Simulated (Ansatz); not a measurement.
Zr:

```
Zr
1.0
     0.00000    2.25500    2.25500
     2.25500    0.00000    2.25500
     2.25500    2.25500    0.00000
Zr
1
Cartesian
  0.0000 0.0000 0.0000
```

This isn't the form of Zr at room conditions, which is hcp.

| Item | Value |
| --- | --- |
| Program | Ansatz 0.2.0 |
| Task | single point |
| Functional | PBE |
| Potentials or basis | all-electron LAPW, scalar-relativistic |
| Cutoff | 173 eV (chosen from the basis error) |
| Basis error allowed | 0.001 eV/atom |
| k mesh | 10 × 10 × 10 |
| Occupations | fermi-dirac, width 0.05 eV |
| Spin | no spin polarisation |

On this cell: pressure 1.2 GPa; band gap on the k mesh none (metal or under the smearing width).

The same run follows on a disturbed copy (cell strained at random at fixed volume):

```
Zr
1.0
     0.01028    2.27442    2.14575
     2.27957   -0.03678    2.19281
     2.27235    2.31426   -0.02956
Zr
1
Direct
  0.00396 0.98498 0.01574
```

Q: What does the disturbed cell give?

A: The energy (extrapolated to zero smearing) moves by +8.3 meV/atom; pressure 1.1 GPa; band gap on the k mesh none (metal or under the smearing width).

Stress tensor (GPa, compression positive):
```
 1.00 -0.07 -0.42
-0.07  0.36  1.73
-0.42  1.73  2.08
```
